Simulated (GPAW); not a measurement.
Runs of GPAW 26.7.0 on TiC. It takes space group Fm-3m (No. 225, cubic). Conventional cell: a = 4.331 Å, b = 4.331 Å, c = 4.331 Å, α = 90.00°, β = 90.00°, γ = 90.00°. Ti (site symmetry m-3m) is surrounded by 6 C at 2.17 Å. C (site symmetry m-3m) has 6 Ti at 2.17 Å as nearest neighbours. The cell is a database's computed one.

| level | potentials or basis | cell | optimizer | fmax | max steps | target pressure | gap on the mesh (eV) | pressure (GPa) | relaxed volume (Å³/atom) |
| --- | --- | --- | --- | --- | --- | --- | --- | --- | --- |
| PBE+D4 | GPAW PAW data sets (gpaw-data 1.2.1), pw | relaxed to 5 GPa | FIRE | 0.05 eV/Å | 100 | 5 GPa | none | 5.8 | - |
| PBE+D3(BJ) | GPAW PAW data sets (gpaw-data 1.2.1), pw | relaxed | BFGS | 0.02 eV/Å | 40 | - | none | 0.1 | (a) |
| PBEsol+D4 | PAW data sets generated in the run's folder for this functional, pw | relaxed to 20 GPa | LBFGS | 0.01 eV/Å | 40 | 20 GPa | none | 19.9 | - |
| RPBE+D4 | the program's PAW data sets (release 1.2.1) made for this functional, pw | relaxed | LBFGS | 0.01 eV/Å | 40 | - | none | 0.1 | 9.95 |
| PBEsol+D3(BJ) | PAW data sets generated in the run's folder for this functional, pw | relaxed | BFGS | 0.02 eV/Å | 100 | - | none | 0.0 | 9.68 |
| RPBE+D3(BJ) | the program's PAW data sets (release 1.2.1) made for this functional, pw | relaxed | LBFGS | 0.01 eV/Å | 40 | - | none | 0.0 | 8.92 |

Alike in all rows: task relaxation of cell and atoms; no spin polarisation; k mesh 11 × 11 × 11; cutoff (eV) 800; smearing fermi-dirac 0.05 eV.

Question: Estimate the missing entries.

Answer: (a) 9.90.

Caveats: later steps reuse the first step's grids; pairwise dispersion overbinds metals, which lowers pressure and volume.

A gap of «none» marks a metal or a gap under the smearing width.
